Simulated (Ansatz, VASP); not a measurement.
## Sb: VASP beside Ansatz

```
Sb
1.0
     5.11183    0.00000    0.00000
     0.00000    5.11183    0.00000
     0.00000    0.00000    5.11183
Sb
4
Direct
  0.12503 0.12503 0.12503
  0.37497 0.87497 0.62503
  0.62503 0.37497 0.87497
  0.87497 0.62503 0.37497
```

Alike in both runs: task relaxation of cell and atoms; functional PBE; k mesh 10 × 10 × 10; occupations gaussian, width 0.1 eV; no spin polarisation.

|  | VASP | Ansatz |
| --- | --- | --- |
| version | VASP 6.6.1 | Ansatz 0.2.0 |
| potentials or method | VASP PAW PBE potentials, release 64 (Sb) | scalar-relativistic, plane waves, PAW |
| plane-wave cutoff (eV) | 600 | 420 |
| valence electrons in the cell | 20 | 60 |

|  | VASP | Ansatz | Ansatz less VASP |
| --- | --- | --- | --- |
| gap on the k mesh at the Fermi level, each at its own relaxed structure (eV) | none | none | - |
| relaxed volume (Å³/atom) | 33.39 | 33.39 | 0.000 |
| relaxed cell length with the largest relative difference (Å) | 5.112 | 5.112 | 0.0000 |

A gap of «none» marks a metal or a gap that the smearing closes. The two sets of potentials don't hold the same shells in valence.

Caveats: the relaxation stopped at its first step, so nothing moved. Spin-orbit coupling is left out, which matters for the levels of Sb.
